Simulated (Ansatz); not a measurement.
A run of Ansatz 0.2.0 is set up as follows.

File input.yaml:

```yaml
crystal:
  lattice:
    - [1.51768211, 0.87623418, 2.51579458]
    - [-1.51768211, 0.87623418, 2.51579458]
    - [0.0, -1.75246835, 2.51579458]
  atoms:
    - { symbol: Fe, position: [0.0, 0.0, 0.0], spin: 3.0 }
    - { symbol: O, position: [0.5, 0.5, 0.5] }
hamiltonian:
  xc: lda
  pseudopotentials: { kind: paw }
  hubbard: { sites: [{ species: Fe, l: d, u_eff: 3.0 }] }
magnetization:
  spin_polarized: true
kpoints:
  mp_grid: { grid: [11, 11, 11] }
scf:
  occupations: { method: fermi_dirac, width: 0.05 }
  n_extra_bands: 6
output:
  forces: true
  stress: true
  eigenvalues: true
  dos: { projected: true, de: 0.05, nscf_kmesh: { grid: [17, 17, 17] } }
```

Potentials or basis: Ansatz PAW.

Run with:

```console
$ ansatz run input.yaml --threads 2 --pin off --max-ram 5632MiB --backend cpu --events-out ev --progress --plain --runs-dir out
```

What does it give for the pressure?

-7.1 GPa.

Estimate the net moment.

4.00 μB per cell.

Predict the band gap on the k mesh.

0.50 eV, indirect (least direct gap 1.77 eV).

Estimate the absolute moment.

4.00 μB per cell.

States per cell in windows of 0.5 eV (zero at the valence-band top; states under -8 eV left out):
| from (eV) | up | down | Fe 3d down | Fe 3d up | O 2p down | O 2p up | Fe 4s up | Fe 4s down |
| --- | --- | --- | --- | --- | --- | --- | --- | --- |
| -8.0 | 0.35 | 0.01 | 0.00 | 0.12 | 0.00 | 0.18 | 0.04 | 0.00 |
| -7.5 | 0.36 | 0.06 | 0.01 | 0.12 | 0.04 | 0.20 | 0.03 | 0.01 |
| -7.0 | 0.99 | 0.20 | 0.03 | 0.54 | 0.13 | 0.43 | 0.01 | 0.03 |
| -6.5 | 0.70 | 0.51 | 0.05 | 0.44 | 0.38 | 0.25 | 0.00 | 0.06 |
| -6.0 | 0.32 | 0.15 | 0.02 | 0.22 | 0.11 | 0.10 | 0.00 | 0.01 |
| -5.5 | 0.20 | 0.27 | 0.04 | 0.15 | 0.21 | 0.04 | 0.00 | 0.01 |
| -5.0 | 0.73 | 0.41 | 0.07 | 0.65 | 0.32 | 0.07 | 0.00 | 0.01 |
| -4.5 | 0.56 | 0.90 | 0.17 | 0.48 | 0.71 | 0.07 | 0.00 | 0.00 |
| -4.0 | 0.73 | 0.37 | 0.05 | 0.56 | 0.31 | 0.14 | 0.02 | 0.00 |
| -3.5 | 0.75 | 0.11 | 0.01 | 0.54 | 0.10 | 0.17 | 0.02 | 0.00 |
| -3.0 | 0.64 | 0.02 | 0.00 | 0.41 | 0.02 | 0.20 | 0.02 | 0.00 |
| -2.5 | 0.46 | 0.00 | 0.00 | 0.23 | 0.00 | 0.21 | 0.01 | 0.00 |
| -2.0 | 0.36 | 0.01 | 0.01 | 0.15 | 0.00 | 0.19 | 0.01 | 0.00 |
| -1.5 | 0.33 | 0.16 | 0.15 | 0.13 | 0.01 | 0.19 | 0.00 | 0.00 |
| -1.0 | 0.32 | 0.38 | 0.33 | 0.12 | 0.04 | 0.20 | 0.00 | 0.00 |
| -0.5 | 0.07 | 0.45 | 0.39 | 0.02 | 0.05 | 0.04 | 0.00 | 0.00 |
| 0.0 | 0.00 | 0.00 | 0.00 | 0.00 | 0.00 | 0.00 | 0.00 | 0.00 |
| 0.5 | 0.00 | 0.04 | 0.04 | 0.00 | 0.00 | 0.00 | 0.00 | 0.00 |
| 1.0 | 0.01 | 0.68 | 0.64 | 0.00 | 0.03 | 0.00 | 0.00 | 0.00 |
| 1.5 | 0.01 | 0.83 | 0.77 | 0.00 | 0.04 | 0.00 | 0.01 | 0.01 |
| 2.0 | 0.02 | 0.79 | 0.72 | 0.00 | 0.04 | 0.00 | 0.01 | 0.02 |
| 2.5 | 0.02 | 0.81 | 0.69 | 0.00 | 0.05 | 0.01 | 0.01 | 0.02 |
| 3.0 | 0.03 | 0.51 | 0.40 | 0.00 | 0.08 | 0.01 | 0.02 | 0.02 |
| 3.5 | 0.04 | 0.39 | 0.28 | 0.00 | 0.09 | 0.01 | 0.02 | 0.01 |
| 4.0 | 0.07 | 0.03 | 0.01 | 0.00 | 0.01 | 0.01 | 0.03 | 0.01 |
| 4.5 | 0.10 | 0.04 | 0.01 | 0.00 | 0.01 | 0.02 | 0.04 | 0.02 |
| 5.0 | 0.11 | 0.08 | 0.01 | 0.00 | 0.02 | 0.02 | 0.05 | 0.03 |
| 5.5 | 0.16 | 0.10 | 0.01 | 0.00 | 0.02 | 0.02 | 0.09 | 0.04 |
| 6.0 | 0.15 | 0.11 | 0.01 | 0.00 | 0.02 | 0.02 | 0.08 | 0.04 |
| 6.5 | 0.13 | 0.14 | 0.01 | 0.00 | 0.02 | 0.01 | 0.07 | 0.07 |
| 7.0 | 0.10 | 0.16 | 0.00 | 0.00 | 0.02 | 0.01 | 0.05 | 0.09 |
| 7.5 | 0.06 | 0.13 | 0.00 | 0.00 | 0.01 | 0.01 | 0.04 | 0.06 |

Caveat: the magnetic or orbital state may not be the lowest; odd divisions of the mesh miss points on the zone boundary, where band edges often lie, so the gap on the mesh can be too wide; the pressure holds a Pulay correction of +0.9 GPa for the finite cutoff; a cell with one magnetic atom can't hold antiferromagnetic order, which such compounds often take; the PAW data sets come from PBE, with cores solved anew for the run's functional, which leaves a small shift of forces and pressure; the density of states is complete only up to the lowest level of the last band computed. The state reached can hang on the start; a lower one may exist.
